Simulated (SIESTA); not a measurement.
BaTiO3 under changes of volume

One of the cells (13.113 Å³/atom); the others are scaled copies at fixed shape and fractional positions:

```
CELL_PARAMETERS angstrom
4.02629 0.00000 0.00000
0.00000 4.02629 0.00000
0.00000 0.00000 4.04461
ATOMIC_POSITIONS crystal
Ba 0.00000 0.00000 0.00000
Ti 0.50000 0.50000 0.49000
O 0.00000 0.50000 0.51700
O 0.50000 0.00000 0.51700
O 0.50000 0.50000 0.01900
```

| Item | Value |
| --- | --- |
| Program | SIESTA 5.4.2 |
| Functional | PBEsol |
| Potentials or basis | PseudoDojo 0.4 standard (PBEsol files) |
| Basis | DZP (energy shift 0.003 Ry; two zetas on semicore shells; d shell added on Ba) |
| Grid cutoff | 800 Ry |
| Energy shift | 0.003 Ry |
| k mesh | 7 × 7 × 7 |
| Occupations | fermi-dirac, width 0.05 eV |
| Spin | no spin polarisation |

| volume (Å³/atom) | energy over the lowest point (meV/atom) | pressure (GPa) | gap on the mesh (eV) | largest force (eV/Å) |
| --- | --- | --- | --- | --- |
| 12.085 | 19.45 | 10.5 | 1.89 | 0.177 |
| 12.342 | 6.30 | 6.0 | 1.85 | 0.128 |
| 12.599 | 0.00 | 1.9 | 1.81 | 0.125 |
| 13.113 | 5.16 | -4.9 | 1.73 | 0.377 |
| 13.371 | ? | ? | ? | ? |
| 13.628 | 29.92 | -10.3 | 1.66 | 0.589 |

Problem. What does the run at 13.371 Å³/atom give?

Solution. Energy over the lowest point 15.36 meV/atom; pressure -7.8 GPa; gap on the mesh 1.69 eV; largest force 0.490 eV/Å.

Worked out: A Birch-Murnaghan fit of order 3 (a polynomial in V^(-2/3)) to the other rows has its minimum at 12.73 Å³/atom with B0 = V·E''(V) = 178 GPa and B' = 4.7 at fixed shape and positions, which overstates the stiffness. It gives 15.38 meV/atom at 13.371 Å³/atom, against the run's 15.36, and -dE/dV = -7.8 GPa, against -7.8. A straight line through the other rows of the gap, of slope -1.93 eV per unit of ln V, gives 1.70 eV, against the run's 1.69.

Energies are extrapolated to zero smearing.

Caveats: this set's barium file shifts pressures by up to 1 GPa against other sets; spin-orbit coupling is left out, which moves the levels of the heavy elements; an odd mesh through Γ misses points on the zone boundary, where band edges often lie; the basis of atomic orbitals isn't converged, which shifts pressures, moduli and gaps.
